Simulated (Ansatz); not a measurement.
# How the conductance of Cu/BN/Ni changes with thickness, part 6 of 8

Aim: the conductance of Cu/BN/Ni junctions as the barrier thickens. The lower electrode is Cu fcc(111), the upper one Ni fcc(111); the barrier is BN zinc blende(111) (whole bilayers). In the first transport cell, after relaxation, the nearest pair of electrode and barrier is Cu–N at 1.99 Å, along the normal, at the lower face and Ni–B at 2.40 Å, at a slant, at the upper one. All share a net of side 2.567 Å, which strains the lower electrode by +0.0 %, the upper one by +3.1 % and the barrier by +0.0 %, against typed lattice constants near PBE's. The first steps treat the bulk electrodes alone.

Ansatz 0.2.0; PBE DFT, plane waves, PAW files (the session's first sound run).

So far, conductance g0 of the junction (G₀): step 6 (conductance, atomic planes in the barrier 4, gap between …) 0.162; step 7 (24 atoms, atomic planes in the barrier 6, gap between the …) 0.0601.

## (10) Conductance, atomic planes in the barrier 12, gap between the electrodes 14.91 Å

Level of this step: PBE DFT, plane waves, PAW files; ballistic transmission by layer matching between semi-infinite leads (Ansatz).

System of this step: Cu/BN/Ni. The cell holds 30 atoms: 8 Cu, 6 N, 6 B and 10 Ni. Its edges and angles: a = 2.567 Å, b = 2.567 Å, c = 61.510 Å, α = 90.0°, β = 90.0°, γ = 120.0°. Regions: left electrode, 8 atoms (8 Cu); barrier, 12 atoms (6 N and 6 B); right electrode, 10 atoms (10 Ni). Vacuum lies along c.

Barrier layers are added or taken out in the middle, and the relaxed faces stay.

Contents of input.yaml:

```yaml
crystal:
  lattice:
    - [2.567, 0.0, 0.0]
    - [-1.2835, 2.2230872115, 0.0]
    - [0.0, 0.0, 61.5103329711]
  atoms:
    - { symbol: Cu, position: [0.66666667, 0.33333333, 0.1138020177] }
    - { symbol: Cu, position: [0.0, 0.0, 0.1478552838] }
    - { symbol: Cu, position: [0.33333333, 0.66666667, 0.1819085499] }
    - { symbol: Cu, position: [0.66666667, 0.33333333, 0.215961816] }
    - { symbol: Cu, position: [0.0, 0.0, 0.2500150821] }
    - { symbol: Cu, position: [0.33333333, 0.66666667, 0.2840683482] }
    - { symbol: Cu, position: [0.66666667, 0.33333333, 0.3181216143] }
    - { symbol: Cu, position: [0.0, 0.0, 0.3517251795] }
    - { symbol: "N", position: [0.0, 0.0, 0.3841476466] }
    - { symbol: B, position: [0.33333333, 0.66666667, 0.3912825793] }
    - { symbol: "N", position: [0.33333333, 0.66666667, 0.418093755] }
    - { symbol: B, position: [0.66666667, 0.33333333, 0.4259213734] }
    - { symbol: "N", position: [0.66666667, 0.33333333, 0.452315184] }
    - { symbol: B, position: [0.0, 0.0, 0.4601841967] }
    - { symbol: "N", position: [0.0, 0.0, 0.4865780073] }
    - { symbol: B, position: [0.33333333, 0.66666667, 0.4944470201] }
    - { symbol: "N", position: [0.33333333, 0.66666667, 0.5208408306] }
    - { symbol: B, position: [0.66666667, 0.33333333, 0.5287098434] }
    - { symbol: "N", position: [0.66666667, 0.33333333, 0.5551682684] }
    - { symbol: B, position: [0.0, 0.0, 0.5633599436] }
    - { symbol: Ni, position: [0.33333333, 0.66666667, 0.5940603893], spin: 0.7 }
    - { symbol: Ni, position: [0.66666667, 0.33333333, 0.6266343853], spin: 0.7 }
    - { symbol: Ni, position: [0.0, 0.0, 0.6590798349], spin: 0.7 }
    - { symbol: Ni, position: [0.33333333, 0.66666667, 0.6915252845], spin: 0.7 }
    - { symbol: Ni, position: [0.66666667, 0.33333333, 0.7239707342], spin: 0.7 }
    - { symbol: Ni, position: [0.0, 0.0, 0.7564161838], spin: 0.7 }
    - { symbol: Ni, position: [0.33333333, 0.66666667, 0.7888616334], spin: 0.7 }
    - { symbol: Ni, position: [0.66666667, 0.33333333, 0.8213070831], spin: 0.7 }
    - { symbol: Ni, position: [0.0, 0.0, 0.8537525327], spin: 0.7 }
    - { symbol: Ni, position: [0.33333333, 0.66666667, 0.8861979823], spin: 0.7 }
magnetization:
  spin_polarized: true
kpoints:
  mp_grid: { grid: [12, 12, 1] }
scf:
  occupations: { method: fermi_dirac, width: 0.1 }
  max_iter: 150
hamiltonian:
  xc: pbe
output:
  transmission:
    kmesh: [36, 36]
    e_range: [-0.26, 0.27]
    de: 0.0375
    leads: [[3, 4], [25, 26]]
```

Launch:

```sh
> ansatz run input.yaml --threads 4 --pin off --max-ram 12288MiB --backend cpu --events-out ev --progress --plain --runs-dir out
```

Numbers of over 12 decimals in the logs are rounded to 6 here.

The program printed:

```text
[...]
Crystal: 30 atoms, lattice volume = 351.019 Å³
Basis set: ecut = 420 eV, 7015 PW (Γ)
Bands: 233, of which v1, the nominal top of the filled ones, is band 190 counted from 1 (189 counted from 0)
Symmetry: 6 space group operations
[...]
k-points: 19 of 144 (time reversal used)
[...]
Starting moments: Σ|m| = 7 μB on 10 of 30 sites
[...]
slowest decay  : 0.0753 /Å at (0.0833, 0.0000)
[...]
filled         : 16.1 meV under the level at which it is neutral
    channels       : 6.697531e-1 up, 1.821759e0 down
[...]
slowest decay  : 0.0700 /Å at (0.2500, 0.1944)
  junction   : crystal 0 to crystal 1, 13.63 to 44.22 Å
    transmission   : 2.774548e-3 up, 3.405406e-3 down
[...]
resistance     : 2.3113e-1 Ω µm² beyond half of each lead's own
[key lines of the parts left out:]
SCF converged after 22 iterations
Magnetization: 6.0794 μB (193.0397 up, 186.9603 down)
Free energy (F): -114648.857067 eV
Fermi energy:    11.529998 eV
```

Elapsed: 9.4 min, on 4 threads of Arm Neoverse V1, shared host; peak memory 3.2 GiB.

G = 4.3e12 S/m² (1/G = 0.232 Ω µm²), 0.38 times the step before of this kind. The largest error estimate is 14 %, from the leads' distance from neutrality. In the worse lead the potential repeats within 25.8 meV, which the program flags as too much for a lead, so G carries that doubt.

## (11) Conductance on a fine mesh, atomic planes in the barrier 14, gap between the electrodes 17.01 Å

System of this step: Cu/BN/Ni. The cell holds 32 atoms: 8 Cu, 7 N, 7 B and 10 Ni. Cell: a = 2.567 Å, b = 2.567 Å, c = 63.618 Å, α = 90.0°, β = 90.0°, γ = 120.0°. Regions: left electrode, 8 atoms (8 Cu); barrier, 14 atoms (7 N and 7 B); right electrode, 10 atoms (10 Ni). Vacuum lies along c.

Barrier layers are added or taken out in the middle, and the relaxed faces stay.

Contents of input.yaml:

```yaml
crystal:
  lattice:
    - [2.567, 0.0, 0.0]
    - [-1.2835, 2.2230872115, 0.0]
    - [0.0, 0.0, 63.6178506424]
  atoms:
    - { symbol: Cu, position: [0.66666667, 0.33333333, 0.1100320103] }
    - { symbol: Cu, position: [0.0, 0.0, 0.1429571676] }
    - { symbol: Cu, position: [0.33333333, 0.66666667, 0.1758823248] }
    - { symbol: Cu, position: [0.66666667, 0.33333333, 0.2088074821] }
    - { symbol: Cu, position: [0.0, 0.0, 0.2417326393] }
    - { symbol: Cu, position: [0.33333333, 0.66666667, 0.2746577966] }
    - { symbol: Cu, position: [0.66666667, 0.33333333, 0.3075829539] }
    - { symbol: Cu, position: [0.0, 0.0, 0.3400733078] }
    - { symbol: "N", position: [0.0, 0.0, 0.3714216908] }
    - { symbol: B, position: [0.33333333, 0.66666667, 0.3783202591] }
    - { symbol: "N", position: [0.33333333, 0.66666667, 0.4042432403] }
    - { symbol: B, position: [0.66666667, 0.33333333, 0.4118115471] }
    - { symbol: "N", position: [0.66666667, 0.33333333, 0.4373309896] }
    - { symbol: B, position: [0.0, 0.0, 0.4449393194] }
    - { symbol: "N", position: [0.0, 0.0, 0.4704587619] }
    - { symbol: B, position: [0.33333333, 0.66666667, 0.4780670917] }
    - { symbol: "N", position: [0.33333333, 0.66666667, 0.5035865342] }
    - { symbol: B, position: [0.66666667, 0.33333333, 0.5111948641] }
    - { symbol: "N", position: [0.66666667, 0.33333333, 0.5367143065] }
    - { symbol: B, position: [0.0, 0.0, 0.5443226364] }
    - { symbol: "N", position: [0.0, 0.0, 0.5699045527] }
    - { symbol: B, position: [0.33333333, 0.66666667, 0.5778248559] }
    - { symbol: Ni, position: [0.66666667, 0.33333333, 0.6075082643], spin: 0.7 }
    - { symbol: Ni, position: [0.0, 0.0, 0.6390031564], spin: 0.7 }
    - { symbol: Ni, position: [0.33333333, 0.66666667, 0.6703737605], spin: 0.7 }
    - { symbol: Ni, position: [0.66666667, 0.33333333, 0.7017443647], spin: 0.7 }
    - { symbol: Ni, position: [0.0, 0.0, 0.7331149688], spin: 0.7 }
    - { symbol: Ni, position: [0.33333333, 0.66666667, 0.764485573], spin: 0.7 }
    - { symbol: Ni, position: [0.66666667, 0.33333333, 0.7958561772], spin: 0.7 }
    - { symbol: Ni, position: [0.0, 0.0, 0.8272267813], spin: 0.7 }
    - { symbol: Ni, position: [0.33333333, 0.66666667, 0.8585973855], spin: 0.7 }
    - { symbol: Ni, position: [0.66666667, 0.33333333, 0.8899679897], spin: 0.7 }
magnetization:
  spin_polarized: true
kpoints:
  mp_grid: { grid: [12, 12, 1] }
scf:
  occupations: { method: fermi_dirac, width: 0.1 }
  max_iter: 150
hamiltonian:
  xc: pbe
output:
  transmission:
    kmesh: [36, 36]
    e_range: [-0.26, 0.27]
    de: 0.0375
    leads: [[3, 4], [27, 28]]
```

The program printed:

```text
[...]
Crystal: 32 atoms, lattice volume = 363.046 Å³
Basis set: ecut = 420 eV, 7263 PW (Γ)
Bands: 237, of which v1, the nominal top of the filled ones, is band 194 counted from 1 (193 counted from 0)
Symmetry: 6 space group operations
[...]
k-points: 19 of 144 (time reversal used)
[...]
Starting moments: Σ|m| = 7 μB on 10 of 32 sites
[...]
slowest decay  : 0.0753 /Å at (0.0833, 0.0000)
[...]
filled         : 16.1 meV under the level at which it is neutral
    channels       : 6.697531e-1 up, 1.821759e0 down
[...]
slowest decay  : 0.0701 /Å at (0.4722, 0.0556)
  junction   : crystal 0 to crystal 1, 13.63 to 46.33 Å
    transmission   : 1.036272e-3 up, 1.283876e-3 down
[...]
resistance     : 6.0890e-1 Ω µm² beyond half of each lead's own
[key lines of the parts left out:]
SCF converged after 21 iterations
Magnetization: 6.0773 μB (197.0387 up, 190.9613 down)
Free energy (F): -115191.105119 eV
Fermi energy:    11.543667 eV
```

It took 9.8 min on 4 threads; peak memory 3.4 GiB.

G = 1.6e12 S/m² (1/G = 0.610 Ω µm²), 0.38 times the step before of this kind. The largest error estimate is 17 %, from the leads' distance from neutrality. In the worse lead the potential repeats within 25.8 meV, which the program flags as too much for a lead, so G carries that doubt.

## (12) Conductance on a fine mesh, atomic planes in the barrier 18, gap between the electrodes 21.23 Å

System of this step: Cu/BN/Ni. The cell holds 36 atoms: 8 Cu, 9 N, 9 B and 10 Ni. Its edges and angles: a = 2.567 Å, b = 2.567 Å, c = 67.833 Å, α = 90.0°, β = 90.0°, γ = 120.0°. Regions: left electrode, 8 atoms (8 Cu); barrier, 18 atoms (9 N and 9 B); right electrode, 10 atoms (10 Ni). Vacuum lies along c.

Barrier layers are added or taken out in the middle, and the relaxed faces stay.

Contents of input.yaml:

```yaml
crystal:
  lattice:
    - [2.567, 0.0, 0.0]
    - [-1.2835, 2.2230872115, 0.0]
    - [0.0, 0.0, 67.8328859849]
  atoms:
    - { symbol: Cu, position: [0.66666667, 0.33333333, 0.1031947837] }
    - { symbol: Cu, position: [0.0, 0.0, 0.1340740204] }
    - { symbol: Cu, position: [0.33333333, 0.66666667, 0.164953257] }
    - { symbol: Cu, position: [0.66666667, 0.33333333, 0.1958324936] }
    - { symbol: Cu, position: [0.0, 0.0, 0.2267117302] }
    - { symbol: Cu, position: [0.33333333, 0.66666667, 0.2575909668] }
    - { symbol: Cu, position: [0.66666667, 0.33333333, 0.2884702034] }
    - { symbol: Cu, position: [0.0, 0.0, 0.3189416548] }
    - { symbol: "N", position: [0.0, 0.0, 0.3483420955] }
    - { symbol: B, position: [0.33333333, 0.66666667, 0.354811997] }
    - { symbol: "N", position: [0.33333333, 0.66666667, 0.3791241624] }
    - { symbol: B, position: [0.66666667, 0.33333333, 0.3862221858] }
    - { symbol: "N", position: [0.66666667, 0.33333333, 0.4101558878] }
    - { symbol: B, position: [0.0, 0.0, 0.4172914473] }
    - { symbol: "N", position: [0.0, 0.0, 0.4412251493] }
    - { symbol: B, position: [0.33333333, 0.66666667, 0.4483607088] }
    - { symbol: "N", position: [0.33333333, 0.66666667, 0.4722944108] }
    - { symbol: B, position: [0.66666667, 0.33333333, 0.4794299703] }
    - { symbol: "N", position: [0.66666667, 0.33333333, 0.5033636723] }
    - { symbol: B, position: [0.0, 0.0, 0.5104992317] }
    - { symbol: "N", position: [0.0, 0.0, 0.5344329337] }
    - { symbol: B, position: [0.33333333, 0.66666667, 0.5415684932] }
    - { symbol: "N", position: [0.33333333, 0.66666667, 0.5655021952] }
    - { symbol: B, position: [0.66666667, 0.33333333, 0.5726377547] }
    - { symbol: "N", position: [0.66666667, 0.33333333, 0.5966300486] }
    - { symbol: B, position: [0.0, 0.0, 0.6040581958] }
    - { symbol: Ni, position: [0.33333333, 0.66666667, 0.631897121], spin: 0.7 }
    - { symbol: Ni, position: [0.66666667, 0.33333333, 0.661434967], spin: 0.7 }
    - { symbol: Ni, position: [0.0, 0.0, 0.6908562482], spin: 0.7 }
    - { symbol: Ni, position: [0.33333333, 0.66666667, 0.7202775293], spin: 0.7 }
    - { symbol: Ni, position: [0.66666667, 0.33333333, 0.7496988105], spin: 0.7 }
    - { symbol: Ni, position: [0.0, 0.0, 0.7791200916], spin: 0.7 }
    - { symbol: Ni, position: [0.33333333, 0.66666667, 0.8085413728], spin: 0.7 }
    - { symbol: Ni, position: [0.66666667, 0.33333333, 0.8379626539], spin: 0.7 }
    - { symbol: Ni, position: [0.0, 0.0, 0.8673839351], spin: 0.7 }
    - { symbol: Ni, position: [0.33333333, 0.66666667, 0.8968052163], spin: 0.7 }
magnetization:
  spin_polarized: true
kpoints:
  mp_grid: { grid: [12, 12, 1] }
scf:
  occupations: { method: fermi_dirac, width: 0.1 }
  max_iter: 150
hamiltonian:
  xc: pbe
output:
  transmission:
    kmesh: [36, 36]
    e_range: [-0.26, 0.27]
    de: 0.0375
    leads: [[3, 4], [31, 32]]
```

The program printed:

```text
[...]
Crystal: 36 atoms, lattice volume = 387.100 Å³
Basis set: ecut = 420 eV, 7745 PW (Γ)
Bands: 247, of which v1, the nominal top of the filled ones, is band 202 counted from 1 (201 counted from 0)
Symmetry: 6 space group operations
[...]
k-points: 19 of 144 (time reversal used)
[...]
Starting moments: Σ|m| = 7 μB on 10 of 36 sites
[...]
slowest decay  : 0.0753 /Å at (0.0833, 0.0000)
[...]
filled         : 16.1 meV under the level at which it is neutral
    channels       : 6.697531e-1 up, 1.821759e0 down
[...]
slowest decay  : 0.0700 /Å at (0.2500, 0.1944)
  junction   : crystal 0 to crystal 1, 13.63 to 50.55 Å
    transmission   : 1.445424e-4 up, 1.805673e-4 down
[...]
resistance     : 4.2192e0 Ω µm² beyond half of each lead's own
[key lines of the parts left out:]
SCF converged after 23 iterations
Magnetization: 6.0750 μB (205.0375 up, 198.9625 down)
Free energy (F): -116275.606773 eV
Fermi energy:    11.571343 eV
```

Elapsed: 11 min, on 4 threads; peak memory 3.7 GiB.

Each spin. The transmission, zone mean by energy, zero at the Fermi level:

| energy (eV) | transmission, up | transmission, down |
| --- | --- | --- |
| -0.260 | 0.00103 | 0.00170 |
| -0.223 | 7.9e-4 | 0.00126 |
| -0.185 | 5.9e-4 | 9.1e-4 |
| -0.147 | 4.3e-4 | 6.4e-4 |
| -0.110 | 3.1e-4 | 4.2e-4 |
| -0.072 | 2.4e-4 | 3.2e-4 |
| -0.035 | 1.9e-4 | 2.4e-4 |
| 0.003 | 1.4e-4 | 1.8e-4 |
| 0.040 | 1.1e-4 | 1.3e-4 |
| 0.077 | 7.9e-5 | 9.2e-5 |
| 0.115 | 5.7e-5 | 6.4e-5 |
| 0.152 | 4.4e-5 | 4.9e-5 |
| 0.190 | 3.6e-5 | 3.9e-5 |
| 0.228 | 2.9e-5 | 3.0e-5 |
| 0.265 | 2.4e-5 | 2.4e-5 |

G = 2.4e11 S/m² (1/G = 4.22 Ω µm²), 0.14 times the step before of this kind. The largest error estimate is 22 %, from the leads' potential steps. In the worse lead the potential repeats within 25.9 meV, which the program flags as too much for a lead, so G carries that doubt.

## (13) Conductance on a fine mesh, atomic planes in the barrier 20, gap between the electrodes 23.34 Å

System of this step: Cu/BN/Ni. The cell holds 38 atoms: 8 Cu, 10 N, 10 B and 10 Ni. Cell: a = 2.567 Å, b = 2.567 Å, c = 69.940 Å, α = 90.0°, β = 90.0°, γ = 120.0°. Regions: left electrode, 8 atoms (8 Cu); barrier, 20 atoms (10 N and 10 B); right electrode, 10 atoms (10 Ni). Vacuum lies along c.

Barrier layers are added or taken out in the middle, and the relaxed faces stay.

Contents of input.yaml:

```yaml
crystal:
  lattice:
    - [2.567, 0.0, 0.0]
    - [-1.2835, 2.2230872115, 0.0]
    - [0.0, 0.0, 69.9404036562]
  atoms:
    - { symbol: Cu, position: [0.66666667, 0.33333333, 0.1000852102] }
    - { symbol: Cu, position: [0.0, 0.0, 0.1300339612] }
    - { symbol: Cu, position: [0.33333333, 0.66666667, 0.1599827122] }
    - { symbol: Cu, position: [0.66666667, 0.33333333, 0.1899314633] }
    - { symbol: Cu, position: [0.0, 0.0, 0.2198802143] }
    - { symbol: Cu, position: [0.33333333, 0.66666667, 0.2498289654] }
    - { symbol: Cu, position: [0.66666667, 0.33333333, 0.2797777164] }
    - { symbol: Cu, position: [0.0, 0.0, 0.30933097] }
    - { symbol: "N", position: [0.0, 0.0, 0.3378454858] }
    - { symbol: B, position: [0.33333333, 0.66666667, 0.3441204294] }
    - { symbol: "N", position: [0.33333333, 0.66666667, 0.3676999951] }
    - { symbol: B, position: [0.66666667, 0.33333333, 0.3745841335] }
    - { symbol: "N", position: [0.66666667, 0.33333333, 0.39779664] }
    - { symbol: B, position: [0.0, 0.0, 0.4047171833] }
    - { symbol: "N", position: [0.0, 0.0, 0.4279296899] }
    - { symbol: B, position: [0.33333333, 0.66666667, 0.4348502332] }
    - { symbol: "N", position: [0.33333333, 0.66666667, 0.4580627398] }
    - { symbol: B, position: [0.66666667, 0.33333333, 0.4649832831] }
    - { symbol: "N", position: [0.66666667, 0.33333333, 0.4881957896] }
    - { symbol: B, position: [0.0, 0.0, 0.4951163329] }
    - { symbol: "N", position: [0.0, 0.0, 0.5183288395] }
    - { symbol: B, position: [0.33333333, 0.66666667, 0.5252493828] }
    - { symbol: "N", position: [0.33333333, 0.66666667, 0.5484618894] }
    - { symbol: B, position: [0.66666667, 0.33333333, 0.5553824327] }
    - { symbol: "N", position: [0.66666667, 0.33333333, 0.5785949392] }
    - { symbol: B, position: [0.0, 0.0, 0.5855154825] }
    - { symbol: "N", position: [0.0, 0.0, 0.6087848154] }
    - { symbol: B, position: [0.33333333, 0.66666667, 0.6159891299] }
    - { symbol: Ni, position: [0.66666667, 0.33333333, 0.6429891834], spin: 0.7 }
    - { symbol: Ni, position: [0.0, 0.0, 0.671636964], spin: 0.7 }
    - { symbol: Ni, position: [0.33333333, 0.66666667, 0.7001716923], spin: 0.7 }
    - { symbol: Ni, position: [0.66666667, 0.33333333, 0.7287064205], spin: 0.7 }
    - { symbol: Ni, position: [0.0, 0.0, 0.7572411487], spin: 0.7 }
    - { symbol: Ni, position: [0.33333333, 0.66666667, 0.7857758769], spin: 0.7 }
    - { symbol: Ni, position: [0.66666667, 0.33333333, 0.8143106051], spin: 0.7 }
    - { symbol: Ni, position: [0.0, 0.0, 0.8428453334], spin: 0.7 }
    - { symbol: Ni, position: [0.33333333, 0.66666667, 0.8713800616], spin: 0.7 }
    - { symbol: Ni, position: [0.66666667, 0.33333333, 0.8999147898], spin: 0.7 }
magnetization:
  spin_polarized: true
kpoints:
  mp_grid: { grid: [12, 12, 1] }
scf:
  occupations: { method: fermi_dirac, width: 0.1 }
  max_iter: 150
hamiltonian:
  xc: pbe
output:
  transmission:
    kmesh: [36, 36]
    e_range: [-0.26, 0.27]
    de: 0.0375
    leads: [[3, 4], [33, 34]]
```

The program printed:

```text
[...]
Crystal: 38 atoms, lattice volume = 399.126 Å³
Basis set: ecut = 420 eV, 8003 PW (Γ)
Bands: 252, of which v1, the nominal top of the filled ones, is band 206 counted from 1 (205 counted from 0)
Symmetry: 6 space group operations
[...]
k-points: 19 of 144 (time reversal used)
[...]
Starting moments: Σ|m| = 7 μB on 10 of 38 sites
[...]
slowest decay  : 0.0753 /Å at (0.0833, 0.0000)
[...]
filled         : 16.1 meV under the level at which it is neutral
    channels       : 6.697531e-1 up, 1.821759e0 down
[...]
slowest decay  : 0.0701 /Å at (0.2500, 0.1944)
  junction   : crystal 0 to crystal 1, 13.63 to 52.65 Å
    transmission   : 5.367625e-5 up, 6.719268e-5 down
[...]
resistance     : 1.1151e1 Ω µm² beyond half of each lead's own
[key lines of the parts left out:]
SCF converged after 23 iterations
Magnetization: 6.0744 μB (209.0372 up, 202.9628 down)
Free energy (F): -116817.858839 eV
Fermi energy:    11.585013 eV
```

Wall time 12 min (4 threads); peak memory 3.9 GiB.

Each spin. Transmission, zone mean against energy, zero at the Fermi level:

| energy (eV) | transmission, up | transmission, down |
| --- | --- | --- |
| -0.260 | 4.9e-4 | 8.4e-4 |
| -0.223 | 3.7e-4 | 6.0e-4 |
| -0.185 | 2.7e-4 | 4.2e-4 |
| -0.147 | 1.9e-4 | 2.8e-4 |
| -0.110 | 1.3e-4 | 1.7e-4 |
| -0.072 | 9.5e-5 | 1.3e-4 |
| -0.035 | 7.2e-5 | 9.3e-5 |
| 0.003 | 5.4e-5 | 6.7e-5 |
| 0.040 | 3.9e-5 | 4.7e-5 |
| 0.077 | 2.7e-5 | 3.2e-5 |
| 0.115 | 1.9e-5 | 2.1e-5 |
| 0.152 | 1.4e-5 | 1.6e-5 |
| 0.190 | 1.1e-5 | 1.2e-5 |
| 0.228 | 8.9e-6 | 9.3e-6 |
| 0.265 | 7.0e-6 | 7.1e-6 |

G = 9.0e10 S/m² (1/G = 11.2 Ω µm²), 0.38 times the step before of this kind. The largest error estimate is 25 %, from the leads' potential steps. In the worse lead the potential repeats within 25.9 meV, which the program flags as too much for a lead, so G carries that doubt.

[end of part 6 of 8]

[Logs are printed without paths, hosts, clocks, repeated set-up lines and the standing remarks that a program may print on its own settings, such as how far it seeks lower states.]

[Hosts, paths, dates, database ids (printed as entryN), source tags and the programs' standing remarks are cut or masked in the printed files.]
